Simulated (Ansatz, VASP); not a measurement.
Ti: VASP beside Ansatz

The input INCAR:

```
SYSTEM = Ti
ALGO = Fast ; EDIFF = 1E-7
ENCUT = 520 ; GGA = CA
ISIF = 2 ; ISMEAR = 0
LASPH = .TRUE. ; LCHARG = .FALSE.
LREAL = .FALSE. ; LWAVE = .FALSE.
NBANDS = 12 ; NELM = 100
PREC = Accurate ; SIGMA = 0.15
```

KPOINTS

```
k-points
0
G
  20 20 20
  0 0 0
```

Contents of POSCAR:

```
Ti
1.0
    0.0000000000      2.0300000000      1.9285000000
    2.0300000000      0.0000000000      1.9285000000
    2.0300000000      2.0300000000      0.0000000000
Ti
1
Direct
    0.0000000000      0.0000000000      0.0000000000
```

Input for Ansatz:

```yaml
crystal:
  lattice:
    - [0.0, 2.03, 1.9285]
    - [2.03, 0.0, 1.9285]
    - [2.03, 2.03, 0.0]
  atoms:
    - { symbol: Ti, position: [0.0, 0.0, 0.0] }
basis:
  ecutwfc: 420
kpoints:
  mp_grid: { grid: [20, 20, 20] }
hamiltonian:
  xc: lda
scf:
  occupations: { method: gaussian, width: 0.15 }
output:
  forces: true
  stress: true
  eigenvalues: true
```

Change from the starting cell: strain +0.000 along x and y, -0.050 along z, atoms carried along.

Alike in both runs: task single point; functional LDA; k mesh 20 × 20 × 20; occupations gaussian, width 0.15 eV; no spin polarisation.

|  | VASP | Ansatz |
| --- | --- | --- |
| version | VASP 6.6.1 | Ansatz 0.2.0 |
| potentials or method | VASP PAW LDA potentials, release 64 (Ti_sv) | scalar-relativistic, plane waves, PAW |
| plane-wave cutoff (eV) | 520 | 420 |
| valence electrons in the cell | 12 | 12 |

```csv
,VASP,Ansatz,Ansatz less VASP
gap on the k mesh at the Fermi level (eV),none,none,-
pressure (GPa),0.8,1.0,+0.19
largest component of the traceless stress (GPa),1.08,1.07,-0.006
```

A gap of «none» marks a metal or a gap that the smearing closes.
